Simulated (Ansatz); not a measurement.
EuO: from a first guess to the relaxed rocksalt type

First guess:

```xyz
2
Lattice="0.0000 2.5019 2.5019 2.5019 0.0000 2.5019 2.5019 2.5019 0.0000" Properties=species:S:1:pos:R:3 pbc="T T T"
Eu    0.0000    0.0000    0.0000
O     2.5019    2.5019    2.5019
```

Method: DFT, PBE, PAW with Ansatz's default frozen-core files, scalar-relativistic (Ansatz 0.2.0).

Cell and atoms relax within the symmetry of the start on a 14×14×14 k mesh with 0.05 eV Fermi–Dirac smearing, from parallel moments.

The start is built from a prototype, known or not as a phase of this compound; the cutoff is 420 eV.

Where the f shell is localised, expect the real compound to differ from this run without U.

No spin–orbit coupling, which matters for the heavy atoms here.

The magnetic state is the one reached from parallel moments; other orders may lie lower.

Problem. What is the pressure of the first guess?

Solution. 3.57 GPa.

Problem. What does it relax to?

Solution. a = 5.061 Å, b = 5.061 Å, c = 5.061 Å, α = 90.00°, β = 90.00°, γ = 90.00° (conventional cell), 16.20 Å³ per atom:
Space group Fm-3m (No. 225). a = 5.061 Å, b = 5.061 Å, c = 5.061 Å, α = 90.00°, β = 90.00°, γ = 90.00°
| atom | site | symmetry | x | y | z |
| --- | --- | --- | --- | --- | --- |
| Eu | 4a | m-3m | 0.0000 | 0.0000 | 0.0000 |
| O | 4b | m-3m | 0.5000 | 0.0000 | 0.0000 |

Problem. How much energy does the relaxation release?

Solution. 6 meV/atom.

Problem. What moment does the relaxed primitive cell (2 atoms) carry?

Solution. 6.94 μB.
